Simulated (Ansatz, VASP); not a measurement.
# SiC (Moissanite): VASP beside Ansatz

The input INCAR:

```
PREC     = Accurate       # precision mode
ENCUT    = 520            # plane-wave cutoff, eV
EDIFF    = 1E-6           # SCF threshold, eV
ISMEAR   = -1             # smearing method
SIGMA    = 0.05           # smearing width, eV
LREAL    = False          # projectors in reciprocal space
LASPH    = True           # aspherical terms in the spheres
NELM     = 100            # most SCF steps
ALGO     = Normal         # electronic algorithm
ISIF     = 2              # what is computed and relaxed
LWAVE    = False          # write WAVECAR
LCHARG   = False          # write CHGCAR
NBANDS   = 16             # bands
```

The input KPOINTS:

```
regular mesh
0
Gamma
  10 10 5
```

The input POSCAR:

```
SiC
1.0
    3.0963714546      0.0000000000      0.0000000000
   -1.5481857273      2.6815363392      0.0000000000
    0.0000000000      0.0000000000      5.0814314379
Si C
2 2
Direct
    0.6666666667      0.3333333333      0.5000000000
    0.3333333333      0.6666666667      0.0000000000
    0.6666666667      0.3333333333      0.8850000000
    0.3333333333      0.6666666667      0.3850000000
```

The input input.yaml:

```yaml
crystal:
  lattice:
    - [3.0963714546, 0.0, 0.0]
    - [-1.5481857273, 2.6815363392, 0.0]
    - [0.0, 0.0, 5.0814314379]
  atoms:
    - { symbol: Si, position: [0.6666666667, 0.3333333333, 0.5] }
    - { symbol: Si, position: [0.3333333333, 0.6666666667, 0.0] }
    - { symbol: C, position: [0.6666666667, 0.3333333333, 0.885] }
    - { symbol: C, position: [0.3333333333, 0.6666666667, 0.385] }
hamiltonian:
  xc: lda
  pseudopotentials: { kind: paw, xc_functional: lda, accuracy: standard }
kpoints:
  mp_grid: { grid: [10, 10, 5] }
scf:
  occupations: { method: fermi_dirac, width: 0.05 }
output:
  forces: true
  stress: true
  eigenvalues: true
```

Alike in both runs: task single point; functional LDA; k mesh 10 × 10 × 5; occupations fermi-dirac, width 0.05 eV; no spin polarisation.

```csv
,VASP,Ansatz
version,VASP 6.6.1,Ansatz 0.2.0
potentials or method,"VASP PAW LDA potentials, release 64 (Si, C)",JTH PAW LDA
plane-wave cutoff (eV),520,780
valence electrons in the cell,16,16
```

|  | VASP | Ansatz | Ansatz less VASP |
| --- | --- | --- | --- |
| gap on the k mesh at the Fermi level (eV) | 2.39 | 2.40 | +0.015 |
| least direct gap on the mesh (eV) | 3.93 | 3.95 | +0.019 |
| pressure (GPa) | -7.7 | -8.3 | -0.65 |
| largest component of the traceless stress (GPa) | 2.33 | 2.26 | -0.071 |
| rms of the force components (eV/Å) | 0.407 | 0.407 | -0.0001 |

Atom by atom the forces differ by 0.001 eV/Å (rms over components).

Caveats: an odd mesh through Γ misses points on the zone boundary, where band edges often lie (VASP); odd divisions of the mesh miss points on the zone boundary, where band edges often lie, so the gap on the mesh can be too wide (Ansatz). A hybrid or GW would open this gap; LDA tends to underestimate it.
